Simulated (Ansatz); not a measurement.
LiI (rock salt)

```xyz
2
Lattice="0.0000 3.0091 3.0091 3.0091 0.0000 3.0091 3.0091 3.0091 0.0000" Properties=species:S:1:pos:R:3 pbc="T T T"
I      0.0000     0.0000     0.0000
Li     3.0091     3.0091     3.0091
```

E(V) scan at fixed shape, V₀ the volume above. Symmetry pins the atoms to their sites.

Calculation: r2SCAN (plane waves to 500 eV, PAW, scalar-relativistic; Ansatz, a program for electronic structure). k mesh 10×10×10 (Γ-centred), Fermi-Dirac smearing 0.05 eV. Energies are smeared free energies. LiI was relaxed with its symmetry unable to fall. Spin-orbit coupling is left out, though I is heavy. The zero of ΔE is the relaxed starting cell.

```csv
V (Å³/atom),ΔE (meV/atom)
22.887,…
23.614,41.1
24.340,24.9
25.067,…
25.793,…
26.520,1.4
27.246,0.0
27.973,1.2
28.699,4.5
29.426,…
30.153,16.7
30.879,24.9
31.606,34.4
```

**Question.** Some entries are withheld; supply them.

**Answer.** 
- 22.887, ΔE (meV/atom): 62.5
- 25.067, ΔE (meV/atom): 13.3
- 25.793, ΔE (meV/atom): 5.6
- 29.426, ΔE (meV/atom): 9.8

(Under strain, the slope of the energy per volume gives the stress and its curvature an elastic modulus.)
